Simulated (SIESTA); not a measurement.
Crystal: Ir.

```xyz
1
Lattice="0.0000 1.9156 1.9156 1.9156 0.0000 1.9156 1.9156 1.9156 0.0000" Properties=species:S:1:pos:R:3 pbc="T T T"
Ir    0.0000    0.0000    0.0000
```

```yaml
Program: SIESTA 5.4.2
Task: relaxation of cell and atoms
Functional: PBE
Potentials_or_basis: PseudoDojo 0.4 standard (PBE files)
Basis: DZP (energy shift 0.003 Ry; two zetas on semicore shells)
Grid_cutoff: 800 Ry
Energy_shift: 0.003 Ry
k_mesh: 8 × 8 × 8
Occupations: fermi-dirac, width 0.05 eV
Spin: no spin polarisation
```

At the start: pressure 16.1 GPa; volume 14.06 Å³/atom.

Where does the relaxation end?

Over 5 steps the energy falls by 28.7 meV/atom and the volume is 14.65 Å³/atom (+4.2 %); space group Fm-3m (No. 225, to 0.05 Å).

Step by step:
| step | energy change (eV) | largest force (eV/Å) | pressure (GPa) | volume (Å³) |
| --- | --- | --- | --- | --- |
| 1 | 0.0000 | 0.0000 | 16.12 | 14.06 |
| 2 | -0.0047 | 0.0000 | 14.66 | 14.11 |
| 3 | -0.0287 | 0.0000 | 0.76 | 14.63 |
| 4 | -0.0287 | 0.0000 | -0.18 | 14.66 |
| 5 | -0.0287 | 0.0000 | 0.06 | 14.65 |

Final structure:
```xyz
1
Lattice="0.0000 1.9422 1.9422 1.9422 0.0000 1.9422 1.9422 1.9422 0.0000" Properties=species:S:1:pos:R:3 pbc="T T T"
Ir    0.0000    0.0000    0.0000
```

Caveat: short orbitals over semicore shells can move pressures by several GPa; the basis of atomic orbitals isn't converged, which shifts pressures, moduli and gaps.
